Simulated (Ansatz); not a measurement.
A run of Ansatz 0.2.0 is set up as follows.

input.yaml

```yaml
crystal:
  lattice:
    - [0.0, 2.4734634191, 2.4734634191]
    - [2.4734634191, 0.0, 2.4734634191]
    - [2.4734634191, 2.4734634191, 0.0]
  atoms:
    - { symbol: Mn, position: [0.0, 0.0, 0.0], spin: 4.0 }
    - { symbol: S, position: [0.75, 0.75, 0.75] }
hamiltonian:
  xc: pbe
  pseudopotentials: { kind: paw }
magnetization:
  spin_polarized: true
kpoints:
  mp_grid: { grid: [9, 9, 9] }
scf:
  occupations: { method: gaussian, width: 0.028 }
output:
  forces: true
  stress: true
  eigenvalues: true
```

Potentials or basis: Ansatz PAW.

Command:

```bash
$ ansatz run input.yaml --threads 2 --pin off --max-ram 5632MiB --backend cpu --events-out ev --progress --plain --runs-dir out
```

Problem. Estimate the band gap on the k mesh.

Solution. None (metal or under the smearing width).

Problem. What does it give for the site moments?

Solution. Mn +0.20; S -0.00 μB.

Problem. Estimate the absolute moment.

Solution. 0.25 μB per cell.

Problem. What does it give for the pressure?

Solution. 2.9 GPa.

Caveat: semilocal functionals often make such compounds metallic where correlation or magnetic order opens a gap, which also shifts bond lengths; the starting moments weren't kept. With open d or f shells a metallic result of PBE can be an artefact of self-interaction; +U or a hybrid may open a gap.
